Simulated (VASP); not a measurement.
# LiSe4 (P4/mmm) in VASP: notebook

One crystal, LiSe4, is run at these levels: PBE+D3(BJ); tasks: relaxation of cell and atoms, single point.

Everything below comes from runs of VASP 6.6.1. Logs are shortened: lines on timing, memory, paths and dates and some standing lists are left out, and cuts for length are marked.

## (1) The crystal as given

It takes space group P4/mmm (No. 123, tetragonal). Conventional cell: a = 5.378 Å, b = 5.378 Å, c = 2.673 Å, α = 90.00°, β = 90.00°, γ = 90.00°. Li (site symmetry 4/mmm) is surrounded by 8 Se at 2.32 Å. Se (site symmetry m2m) is surrounded by 2 Li at 2.32 Å.

The cell was built by a generator and needn't be a form met in nature.

## (2) Relaxation of cell and atoms, PBE+D3(BJ)

File INCAR:

```
SYSTEM = LiSe4
PREC = Accurate ; ENCUT = 600
EDIFF = 1E-7 ; ISMEAR = 0
SIGMA = 0.1 ; LREAL = .FALSE.
LASPH = .TRUE. ; NELM = 100
ALGO = Fast ; ISIF = 3
LWAVE = .FALSE. ; LCHARG = .FALSE.
GGA = PE ; IVDW = 12
IBRION = 2 ; NSW = 90
EDIFFG = -0.04
```

File KPOINTS:

```
Automatic mesh
0
G
  4 4 6
  0 0 0
```

File POSCAR:

```
LiSe4
1.0
    5.3775240000      0.0000000000      0.0000000000
    0.0000000000      5.3775240000      0.0000000000
    0.0000000000      0.0000000000      2.6730173600
Li Se
1 4
Direct
    0.5000000000      0.5000000000      0.5000000000
    0.2500000000      0.7500000000      0.0000000000
    0.2500000000      0.2500000000      0.0000000000
    0.7500000000      0.7500000000      0.0000000000
    0.7500000000      0.2500000000      0.0000000000
```

Potentials or basis: VASP PAW PBE potentials, release 64 (Li_sv, Se).

Run with:

```console
> cat potpaw_PBE.64/Li_sv/POTCAR potpaw_PBE.64/Se/POTCAR > POTCAR
> mpirun -np 1 vasp_std > vasp.out
```

OUTCAR:

```text
SYSTEM = LiSe4
   PREC = Accurate
   ENCUT = 600
   EDIFF = 1E-7
   ISMEAR = 0
   LREAL = .FALSE.
   LASPH = .TRUE.
   NELM = 100
   ISIF = 3
   GGA = PE
   IVDW = 12
   IBRION = 2
   NSW = 90
   EDIFFG = -0.04
 IVDW          = 12

 ion  position               nearest neighbor table
   1  0.500  0.500  0.500-   2 2.32   3 2.32   4 2.32   5 2.32   2 2.32   3 2.32   4 2.32   5 2.32

   2  0.250  0.750  0.000-   1 2.32   1 2.32   4 2.69   3 2.69   3 2.69   4 2.69
   3  0.250  0.250  0.000-   1 2.32   1 2.32   5 2.69   2 2.69   2 2.69   5 2.69
   4  0.750  0.750  0.000-   1 2.32   1 2.32   5 2.69   2 2.69   5 2.69   2 2.69
   5  0.750  0.250  0.000-   1 2.32   1 2.32   4 2.69   3 2.69   4 2.69   3 2.69

  LATTYP: Found a simple tetragonal cell.
 ALAT       =     5.3775240000
 C/A-ratio  =     0.4970721395

  Lattice vectors:

 A1 = (   5.3775240000,   0.0000000000,   0.0000000000)
 A2 = (   0.0000000000,   5.3775240000,   0.0000000000)
 A3 = (   0.0000000000,   0.0000000000,   2.6730173600)

Analysis of symmetry for initial positions (statically):
=====================================================================
 Subroutine PRICEL returns:
 Original cell was already a primitive cell.

 Routine SETGRP: Setting up the symmetry group for a
 simple tetragonal supercell.

 Subroutine GETGRP returns: Found 16 space group operations
 (whereof 16 operations were pure point group operations)
 out of a pool of 16 trial point group operations.

The static configuration has the point symmetry D_4h.

Analysis of symmetry for dynamics (positions and initial velocities):
=====================================================================
 Subroutine PRICEL returns:
 Original cell was already a primitive cell.

 Routine SETGRP: Setting up the symmetry group for a
 simple tetragonal supercell.

 Subroutine GETGRP returns: Found 16 space group operations
 (whereof 16 operations were pure point group operations)
 out of a pool of 16 trial point group operations.

The dynamic configuration has the point symmetry D_4h.

 Subroutine INISYM returns: Found 16 space group operations
 (whereof 16 operations are pure point group operations),
 and found     1 'primitive' translations

----------------------------------------------------------------------------------------

                                     Primitive cell

  volume of cell :      77.2977

  direct lattice vectors                    reciprocal lattice vectors
     5.377524000  0.000000000  0.000000000     0.185959189  0.000000000  0.000000000
     0.000000000  5.377524000  0.000000000     0.000000000  0.185959189  0.000000000
     0.000000000  0.000000000  2.673017360     0.000000000  0.000000000  0.374109056

  length of vectors
[... 76 lines left out ...]
   NGXF,Y,Z  is equivalent  to a cutoff of  29.68, 29.68, 29.85 a.u.
 SYSTEM =  LiSe4
   PREC   = accura    normal or accurate (medium, high low for compatibility)
   ISTART =      0    job   : 0-new  1-cont  2-samecut
   ICHARG =      2    charge: 1-file 2-atom 10-const
   ISPIN  =      1    spin polarized calculation?
   LNONCOLLINEAR =      F non collinear calculations
   LSORBIT =      F    spin-orbit coupling
   LASPH  =      T    aspherical Exc in radial PAW
   ENCUT  =  600.0 eV  44.10 Ry    6.64 a.u.  10.74 10.74  5.34*2*pi/ulx,y,z
   NELM   =    100;   NELMIN=  2; NELMDL= -5     # of ELM steps
   EDIFF  = 0.1E-06   stopping-criterion for ELM
   LREAL  =      F    real-space projection
   EDIFFG = -.4E-01   stopping-criterion for IOM
   NSW    =     90    number of steps for IOM
   IBRION =      2    ionic relax: 0-MD 1-quasi-New 2-CG
   NFREE  =      1    steps in history (QN), initial steepest desc. (CG)
   ISIF   =      3    stress and relaxation
   ISYM   =      2    0-nonsym 1-usesym 2-fastsym
   POTIM  = 0.5000    time-step for ionic-motion
   TEBEG  =    0.0;   TEEND  =   0.0 temperature during run
   PSTRESS=    0.0 pullay stress
   NELECT =      27.0000    total number of electrons
   NUPDOWN=      -1.0000    fix difference up-down
   EMIN   =  10.00;   EMAX   =-10.00  energy-range for DOS
   EFERMI =   0.00;   METHOD = LEGACY
   ISMEAR =     0;   SIGMA  =   0.10  broadening in eV -4-tet -1-fermi 0-gaus
   EFERMI_NEDOS =   21; number of points for ismear=-14 and -15
   IALGO  =     68    algorithm
   IMIX   =      4    mixing-type and parameters
     AMIX     =   0.40;   BMIX     =  1.00
     AMIX_MAG =   1.60;   BMIX_MAG =  1.00
  volume/ion in A,a.u.               =      15.46       104.33
  Fermi-wavevector in a.u.,A,eV,Ry     =   1.152941  2.178743 18.085871  1.329274
  Thomas-Fermi vector in A             =   2.289589
   LORBIT       =      0    0 simple, 1 ext, 2 COOP (PROOUT), +10 PAW based schemes
   GGA     = PE    functional components
   LHFCALC =     F    Hartree Fock is set to
   AEXX    =    0.0000 exact exchange contribution
   IVDW    =    12    specifies the selected vdW correction
   LEPSILON=     F    determine dielectric tensor
   LRPA    =     F    only Hartree local field effects (RPA)
 conjugate gradient relaxation of ions
 non-spin polarized calculation
 RMM-DIIS sequential band-by-band and
 Gauss-broadening in eV      SIGMA  =   0.10
  energy-cutoff  :      600.00
  volume of cell :       77.30
 maximum number of plane-waves:      2624
 NGX is ok and might be reduce to    48
   NGX = 21   NGY = 21   NGZ = 11

--------------------------------------- Ionic step        1  -------------------------------------------

 number of electron      26.9999989 magnetization

 Free energy of the ion-electron system (eV)
  ---------------------------------------------------
  ext. energy  EPLUGINS =         0.00000000
  ---------------------------------------------------
  free energy    TOTEN  =       -13.63639551 eV

  energy without entropy =      -13.62016088  energy(sigma->0) =      -13.62827819

 E-fermi :   7.7875     XC(G=0): -10.9664

 val. band max:        7.6734000295   @ k =   0.2500   0.0000   0.1667
 cond. band min:       7.8334001650   @ k =   0.2500   0.2500   0.0000
 fundamental gap:      0.1600001355
 Fermi energy:         7.7874969541
[... 1078 lines left out ...]
      4      -9.0496      2.00000
      5      -8.2656      2.00000
      6       0.1914      2.00000
[... 9 lines left out ...]
     16       3.6418      2.00000
     17       3.7598      2.00000

[... ionic steps 4 to 19 ...]

--------------------------------------- Ionic step       20  -------------------------------------------

 number of electron      27.0000008 magnetization

------------------------ aborting loop because EDIFF is reached ----------------------------------------
[... 81 lines left out ...]
--------------------------------------- Ionic step       22  -------------------------------------------

 number of electron      27.0000009 magnetization

 Free energy of the ion-electron system (eV)
  ---------------------------------------------------
  ext. energy  EPLUGINS =         0.00000000
  ---------------------------------------------------
  free energy    TOTEN  =       -17.14077083 eV

  energy without entropy =      -17.13397788  energy(sigma->0) =      -17.13737435

 E-fermi :   3.4390     XC(G=0):  -9.2908

 val. band max:        3.3399445777   @ k =   0.5000   0.0000   0.0000
 cond. band min:       3.4513085093   @ k =   0.5000   0.2500   0.0000
 fundamental gap:      0.1113639317
 Fermi energy:         3.4389889450
[... 514 lines left out ...]
  FREE ENERGIE OF THE ION-ELECTRON SYSTEM (eV)
  ---------------------------------------------------
  free  energy   TOTEN  =       -18.8022176482 eV

  energy  without entropy=      -18.7954246970  energy(sigma->0) =      -18.79882117

 reached required accuracy - stopping structural energy minimisation
```

OSZICAR:

```text
N       E                     dE             d eps       ncg     rms          rms(c)
DAV:   1     0.170460958950E+03    0.17046E+03   -0.13191E+04   816   0.162E+03
DAV:   2    -0.630710576305E+00   -0.17109E+03   -0.16745E+03  1122   0.289E+02
DAV:   3    -0.138889184929E+02   -0.13258E+02   -0.12893E+02  1401   0.712E+01
DAV:   4    -0.144139167881E+02   -0.52500E+00   -0.51004E+00  1078   0.123E+01
[... 425 lines left out ...]
RMM:   5    -0.171407700164E+02   -0.16581E-05   -0.19482E-05  1002   0.228E-02    0.445E-03
RMM:   6    -0.171407705028E+02   -0.48646E-06   -0.79655E-06   916   0.134E-02    0.126E-03
RMM:   7    -0.171407707599E+02   -0.25712E-06   -0.36266E-06   712   0.787E-03    0.103E-03
RMM:   8    -0.171407708541E+02   -0.94156E-07   -0.16398E-06   609   0.546E-03    0.601E-04
RMM:   9    -0.171407708300E+02    0.24068E-07   -0.71880E-07   527   0.410E-03
  22 F= -.18802218E+02 E0= -.18798821E+02  d E =-.571676E-03
```

CONTCAR:

```text
LiSe4
   1.00000000000000
     5.4071506722453204   -0.0000000000000000   -0.0000000000000000
     0.0000000000000000    5.4071506722453204    0.0000000000000000
     0.0000000000000000    0.0000000000000000    3.7182302256951103
  Li              Se
     1     4
Direct
     0.5000000000000000    0.5000000000000000    0.5000000000000000
     0.2424282884985494    0.7575717115014505    0.0000000000000000
     0.2424282884985494    0.2424282884985494    0.0000000000000000
     0.7575717115014505    0.7575717115014505    0.0000000000000000
     0.7575717115014505    0.2424282884985494    0.0000000000000000

  0.00000000E+00  0.00000000E+00  0.00000000E+00
  0.00000000E+00  0.00000000E+00  0.00000000E+00
  0.00000000E+00  0.00000000E+00  0.00000000E+00
  0.00000000E+00  0.00000000E+00  0.00000000E+00
  0.00000000E+00  0.00000000E+00  0.00000000E+00
```

It took 23 min on 1 thread of Intel Xeon Platinum 8259CL at 2.50GHz (Skylake/Cascade Lake), shared host; peak memory 0.26 GiB.

What came out:

* Free energy: -18.8022 eV
* Relaxed volume: 21.74 Å³/atom
* Relaxed cell: a = 5.407 Å, b = 5.407 Å, c = 3.718 Å, α = 90.00°, β = 90.00°, γ = 90.00°
* Space group after relaxing (to 0.05 Å): P4/mmm (No. 123)
* Energy gained by relaxing: 554.0 meV/atom
* Ionic steps: 22
* Pressure after relaxing: 0.0 GPa
* Largest force after relaxing: 0.027 eV/Å
* Dispersion energy per atom: -0.332 eV

Forces on the atoms (eV/Å):
```
Li   0.000  0.000  0.000
Se   0.019 -0.019  0.000
Se   0.019  0.019  0.000
Se  -0.019 -0.019  0.000
Se  -0.019  0.019  0.000
```

The path:
```tsv
step	energy change (eV)	largest force (eV/Å)	pressure (GPa)	volume (Å³)
1	0.0000	1.4184	30.46	77.30
2	-1.7109	0.1636	-6.71	114.93
3	-1.9957	0.3016	-0.76	101.12
4	-1.9960	0.2915	-1.13	101.72
5	-2.1324	0.1269	-0.43	100.79
6	-2.4535	0.6699	4.96	97.30
7	-2.3558	1.0826	8.90	95.61
8	-2.4554	0.7670	5.73	96.93
9	-2.5031	0.8412	5.77	97.73
10	-2.5384	0.8180	5.91	98.90
11	-2.5089	0.9689	6.66	101.09
12	-2.5465	0.8244	6.07	99.69
13	-2.6338	0.6628	4.21	101.89
14	-2.7454	0.3161	-0.04	108.12
15	-2.7474	0.2767	-0.54	109.02
16	-2.7474	0.2685	-0.65	109.21
17	-2.7544	0.2306	-0.53	109.10
18	-2.7676	0.1120	-0.14	108.78
19	-2.7561	0.1460	0.88	108.10
20	-2.7696	0.0456	0.11	108.59
21	-2.7696	0.0409	0.12	108.58
22	-2.7702	0.0270	0.00	108.71
```

Final structure:
```
Li Se
1.0
     5.40715    0.00000    0.00000
     0.00000    5.40715    0.00000
     0.00000    0.00000    3.71823
Li Se
1 4
Direct
  0.50000 0.50000 0.50000
  0.24243 0.75757 0.00000
  0.24243 0.24243 0.00000
  0.75757 0.75757 0.00000
  0.75757 0.24243 0.00000
```

Caveat: the k mesh is coarse (spacing up to 0.39 Å⁻¹), so the values aren't converged; the cutoff is under 1.25 times the usual one of these potentials, so pressure, stress and relaxed cells hold a basis-set (Pulay) error; the volume moved by over 15 % at a fixed basis, so the end points are rough; the bands computed are all filled at some k points, so no gap is given.

## (3) Single point, PBE+D3(BJ)

File INCAR:

```
PREC = Accurate ; ENCUT = 520
EDIFF = 1E-7 ; ISMEAR = 0
SIGMA = 0.1 ; LREAL = F
LASPH = T ; NELM = 100
ALGO = Normal ; ISIF = 2
LWAVE = F ; LCHARG = F
GGA = PE ; IVDW = 12
NBANDS = 22
```

File KPOINTS:

```
regular mesh
0
Gamma
  4 4 6
```

POSCAR is that of step 2.

Potentials or basis: VASP PAW PBE potentials, release 64 (Li_sv, Se).

Run with:

```console
> cat potpaw_PBE.64/Li_sv/POTCAR potpaw_PBE.64/Se/POTCAR > POTCAR
> mpirun -np 1 vasp_std > vasp.out
```

Run time: 41 s. Hardware: 1 thread of Intel Xeon Platinum 8259CL at 2.50GHz (Skylake/Cascade Lake), shared host; peak memory 0.2 GiB.

The run converged. Its results:

| Property | Result |
| --- | --- |
| Free energy | -16.0307 eV |
| Largest force | 1.420 eV/Å |
| Band gap on the k mesh | none (metal or under the smearing width) |
| Dispersion energy per atom | -0.479 eV |

Forces in eV/Å, atoms in the order of the input:
```
Li   0.000  0.000  0.000
Se  -1.004  1.004  0.000
Se  -1.004 -1.004  0.000
Se   1.004  1.004  0.000
Se   1.004 -1.004  0.000
```

Levels at points of the mesh, in eV from the Fermi level:
| k point | band 11 | band 12 | band 13 | band 14 | band 15 | band 16 |
| --- | --- | --- | --- | --- | --- | --- |
| (0.00, 0.00, 0.00) | 0.91 | 1.04 | 1.67 | 2.75 | 3.15 | 3.15 |
| (0.50, 0.00, 0.00) | -2.55 | 1.61 | 1.69 | 1.99 | 2.17 | 3.83 |
| (0.50, 0.50, 0.00) | -3.66 | -3.59 | -3.59 | 2.31 | 2.89 | 2.89 |
| (0.00, 0.00, 0.50) | -4.54 | -4.47 | -4.47 | 1.44 | 2.03 | 3.02 |
| (0.50, 0.00, 0.50) | -5.63 | -2.76 | -2.46 | -0.39 | -0.27 | 1.94 |
| (0.50, 0.50, 0.50) | -2.20 | -2.20 | -1.92 | -1.64 | -1.26 | -1.01 |

Caveat: the k mesh is coarse (spacing up to 0.39 Å⁻¹), so the values aren't converged; the cutoff is under 1.25 times the usual one of these potentials, so pressure, stress and relaxed cells hold a basis-set (Pulay) error; a pressure of tens of GPa on the cell as given is suspect, and the run, the potentials or the cell itself is likely at fault; pairwise dispersion overbinds metals, which lowers pressure and volume; forces of over 1 eV/Å show positions far from the minimum, so gaps and moduli don't describe the material at rest.
